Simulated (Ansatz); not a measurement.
Write the native input for Ansatz 0.2.0 that does the following.

```
Task                : single point
Functional          : PBEsol
Potentials or basis : all-electron LAPW, scalar-relativistic
Cutoff              : 260 eV (chosen from the basis error)
Basis error allowed : 0.001 eV/atom
k mesh              : 11 × 11 × 6
Occupations         : fermi-dirac, width 0.05 eV
Spin                : no spin polarisation
```

The system is Pd.

```xyz
2
Lattice="2.7837 0.0000 0.0000 -1.3918 2.4107 0.0000 0.0000 0.0000 4.6289" Properties=species:S:1:pos:R:3 pbc="T T T"
Pd    0.0000    1.6071    1.1572
Pd    1.3918    0.8036    3.4717
```

This isn't the form of Pd at room conditions, which is fcc.

The input as run:

input.yaml

```yaml
crystal:
  lattice:
    - [2.7836650458, 0.0, 0.0]
    - [-1.3918325229, 2.4107246453, 0.0]
    - [0.0, 0.0, 4.628893]
  atoms:
    - { symbol: Pd, position: [0.3333333333, 0.6666666667, 0.25] }
    - { symbol: Pd, position: [0.6666666667, 0.3333333333, 0.75] }
kpoints:
  mp_grid: { grid: [11, 11, 6] }
scf:
  occupations: { method: fermi_dirac, width: 0.05 }
hamiltonian:
  xc: pbesol
  pseudopotentials: { kind: all_electron, lapw: { basis_error: 0.001 } }
output:
  forces: true
  stress: true
  eigenvalues: true
  populations: true
```

Potentials or basis: all-electron LAPW, scalar-relativistic.

Run with:

```console
$ ansatz run input.yaml --threads 1 --pin off --max-ram 3072MiB --backend cpu --events-out ev --progress --plain --runs-dir out
```

Results of the run:

| Item | Value |
| --- | --- |
| Pressure | -10.4 GPa |
| Band gap on the k mesh | none (metal or under the smearing width) |

Wall time 19 s on 1 thread of Arm Neoverse V2 (shared host), peak memory 0.37 GiB.
